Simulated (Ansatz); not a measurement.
**Pressure against volume in Ca**

The cell was relaxed from a distorted copy of a database structure.

All numbers below come from DFT PBE, scalar-relativistic, plane waves, PAW (Ansatz 0.2.0). The final run on the 1-atom cell used 420 eV, a Γ-centred 18×18×18 mesh, 0.10 eV smearing and no spin polarisation.

```cif
data_structure
_symmetry_space_group_name_H-M 'I4/mmm'
_symmetry_Int_Tables_number 139
_cell_length_a 4.4875
_cell_length_b 4.4875
_cell_length_c 4.1787
_cell_angle_alpha 90.000
_cell_angle_beta 90.000
_cell_angle_gamma 90.000
_cell_volume 84.15
loop_
_atom_site_label
_atom_site_type_symbol
_atom_site_symmetry_multiplicity
_atom_site_Wyckoff_symbol
_atom_site_fract_x
_atom_site_fract_y
_atom_site_fract_z
_atom_site_occupancy
Ca1 Ca 2 a 0.00000 0.00000 0.00000 1
```

The cell was set to several volumes, with shape and atoms relaxed at each where symmetry leaves them free. Pressure is positive in compression, and energies count from the lowest row. No row has a gap on its mesh.

| row | V (Å³/atom) | P (GPa) | ΔE (meV/atom) |
| --- | --- | --- | --- |
| 1 | 37.027 | 2.51 | 37.2 |
| 2 | 38.289 | 1.84 | 20.2 |
| 3 | 39.551 | ? | ? |
| 4 | 40.813 | 0.54 | 2.0 |
| 5 | 42.076 | 0.00 | 0.0 |
| 6 | 43.338 | -0.47 | 2.0 |
| 7 | 44.600 | -0.89 | 7.5 |
| 8 | 46.283 | -1.37 | 19.5 |

Question: Find B = −V·ΔP/ΔV from rows 4 and 6 and from rows 1 and 2, and from the two its slope B′ and its value B0 at zero pressure.

Answer: Rows 4 and 6 give −(40.813 + 43.338)/2 × (-0.47 − (0.54))/(43.338 − 40.813) = 16.8 GPa at a mean pressure of 0.04 GPa. Rows 1 and 2 give −(37.027 + 38.289)/2 × (1.84 − (2.51))/(38.289 − 37.027) = 20.0 GPa at a mean pressure of 2.17 GPa. So B′ = (20.0 − 16.8)/(2.17 − (0.04)) = 1.50 and B0 = 16.8 − 1.50 × (0.04) = 16.7 GPa. A third-order Birch–Murnaghan fit to all the energies gives B0 = 16.8 GPa and B′ = 3.0.

Question: Estimate the pressure and energy of row 3.

Answer: From row 5, V0 = 42.076 × (1 + (0.00)/16.7) = 42.076 Å³/atom. Murnaghan's form P = (B0/B′)·[(V0/V)^B′ − 1] gives (16.7/1.50) × [(42.076/39.551)^1.50 − 1] = 1.08 GPa; the computed pressure is 1.15 GPa, so the estimate is off by -0.07 GPa. The work of compression from row 4, with the mean of the two pressures, gives ΔE = 2.0 + (1.08 + 0.54)/2 × (40.813 − 39.551)/160.2 × 1000 = 8.4 meV/atom (1 eV/Å³ = 160.2 GPa); the computed value is 8.5 meV/atom.

All volumes keep the k mesh of the relaxed cell. Symmetry constrained the relaxation, so the result can be a saddle point.
